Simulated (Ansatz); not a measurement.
Level of theory: Ansatz 0.2.0, DFT PBE, scalar-relativistic, plane waves, PAW. All cells share a 420 eV cutoff and Γ-centred k meshes spaced at most about 0.3 Å⁻¹ (about 0.25 or finer for metals, 2π included). No spin polarisation.

All energies are static (0 K, no zero-point motion).

Task: Order these relaxed structures of SnSe5 by energy, lowest first, with the energy over the lowest of them.
A.

```cif
data_structure
_symmetry_space_group_name_H-M 'P-62m'
_symmetry_Int_Tables_number 189
_cell_length_a 6.4725
_cell_length_b 6.4725
_cell_length_c 3.9140
_cell_angle_alpha 90.000
_cell_angle_beta 90.000
_cell_angle_gamma 120.000
_cell_volume 142.00
loop_
_atom_site_label
_atom_site_type_symbol
_atom_site_symmetry_multiplicity
_atom_site_Wyckoff_symbol
_atom_site_fract_x
_atom_site_fract_y
_atom_site_fract_z
_atom_site_occupancy
Sn1 Sn 1 b 0.00000 0.00000 0.50000 1
Se1 Se 2 d 0.33333 0.66667 0.50000 1
Se2 Se 3 f 0.00000 0.65042 0.00000 1
```

B.

```cif
data_structure
_symmetry_space_group_name_H-M 'F-43m'
_symmetry_Int_Tables_number 216
_cell_length_a 8.1916
_cell_length_b 8.1916
_cell_length_c 8.1916
_cell_angle_alpha 90.000
_cell_angle_beta 90.000
_cell_angle_gamma 90.000
_cell_volume 549.68
loop_
_atom_site_label
_atom_site_type_symbol
_atom_site_symmetry_multiplicity
_atom_site_Wyckoff_symbol
_atom_site_fract_x
_atom_site_fract_y
_atom_site_fract_z
_atom_site_occupancy
Sn1 Sn 4 a 0.00000 0.00000 0.00000 1
Se1 Se 16 e 0.12258 0.37742 0.87742 1
Se2 Se 4 c 0.25000 0.25000 0.25000 1
```

C.

```cif
data_structure
_symmetry_space_group_name_H-M 'P6/mmm'
_symmetry_Int_Tables_number 191
_cell_length_a 5.6044
_cell_length_b 5.6044
_cell_length_c 5.7464
_cell_angle_alpha 90.000
_cell_angle_beta 90.000
_cell_angle_gamma 120.000
_cell_volume 156.31
loop_
_atom_site_label
_atom_site_type_symbol
_atom_site_symmetry_multiplicity
_atom_site_Wyckoff_symbol
_atom_site_fract_x
_atom_site_fract_y
_atom_site_fract_z
_atom_site_occupancy
Sn1 Sn 1 a 0.00000 0.00000 0.00000 1
Se1 Se 4 h 0.33333 0.66667 0.19667 1
Se2 Se 1 b 0.00000 0.00000 0.50000 1
```

D.

```cif
data_structure
_symmetry_space_group_name_H-M 'P6/mmm'
_symmetry_Int_Tables_number 191
_cell_length_a 7.2153
_cell_length_b 7.2153
_cell_length_c 3.5503
_cell_angle_alpha 90.000
_cell_angle_beta 90.000
_cell_angle_gamma 120.000
_cell_volume 160.07
loop_
_atom_site_label
_atom_site_type_symbol
_atom_site_symmetry_multiplicity
_atom_site_Wyckoff_symbol
_atom_site_fract_x
_atom_site_fract_y
_atom_site_fract_z
_atom_site_occupancy
Sn1 Sn 1 a 0.00000 0.00000 0.00000 1
Se1 Se 2 c 0.33333 0.66667 0.00000 1
Se2 Se 3 g 0.50000 0.00000 0.50000 1
```

Result: A (0 meV/atom), C (12 meV/atom), D (206 meV/atom), B (327 meV/atom). Forms: A P-62m; C P6/mmm; D P6/mmm; B F-43m. Counting Se atoms around Sn (those within 1.25 times the shortest such distance or 1.15 times the sum of covalent radii, 1.27 where that leaves under three; a plus sign parts nearer from farther groups; the shortest distance is added where it exceeds 1.18 times the sum of covalent radii): A has Sn 6+6; C has Sn 2+12; D has Sn 18 from 4.0 Å; B has Sn 16 from 3.4 Å. C holds Se–Se pairs (shortest 2.26 Å) (bonds between like non-metal atoms; other contacts aren't counted). All come from invented guesses. The lowest form computed isn't among them: it has space group P-6m2 (No. 187), 24.4 Å³/atom and lies 28 meV/atom below the best shown. Even the lowest of the cells shown lies +0.18 eV/atom against the elements.

The k mesh leaves some 4 meV/atom of noise in the energy of each metallic cell. Cells relaxed within their symmetry can be saddle points. Some types were kept out of the candidates beforehand, so the set may lack a known form.
